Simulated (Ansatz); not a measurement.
Reactions of C$_{2}$H$_{7}$FSi$_{2}$, SMILES `C=C[SiH2][SiH2]F`.

Isolated molecules relaxed with PBE0-D4/def2-TZVP in Ansatz; ΔE leaves out vibrations. CCSD(T)/CBS is the MP2 limit (def2-TZVPP, def2-QZVPP) plus CCSD(T) − MP2 in def2-TZVPP, frozen cores. This one scheme is used for every species. Each species was taken in one conformer, which may not be the lowest.

```
                                                             reaction  CCSD(T)/CBS(def2) (kJ/mol)
      `C=C[SiH2][SiH2]F` + `N[SiH3]` → `C=C[SiH2]N[SiH3]` + `F[SiH3]`                         -72
    `C=C[SiH2][SiH2]F` + `CC(=O)Cl` → `F[SiH2][SiH2]Cl` + `C=CC(C)=O`                        -102
    `C=C[SiH2][SiH2]F` + `B[SiH2]O` → `B[SiH2]O[SiH2]F` + `C=C[SiH3]`                        -142
`C=C[SiH2][SiH2]F` + `F[SiH](F)S` → `C=C[SiH2]S[SiH](F)F` + `F[SiH3]`                           ?
```

**Question.** Fill in the missing values. (Best estimate.)

**Answer.** The calculation gave: `C=C[SiH2][SiH2]F` + `F[SiH](F)S` → `C=C[SiH2]S[SiH](F)F` + `F[SiH3]`: -81.0 kJ/mol.

Largest T1 diagnostic: 0.014, for `CC(=O)Cl`.
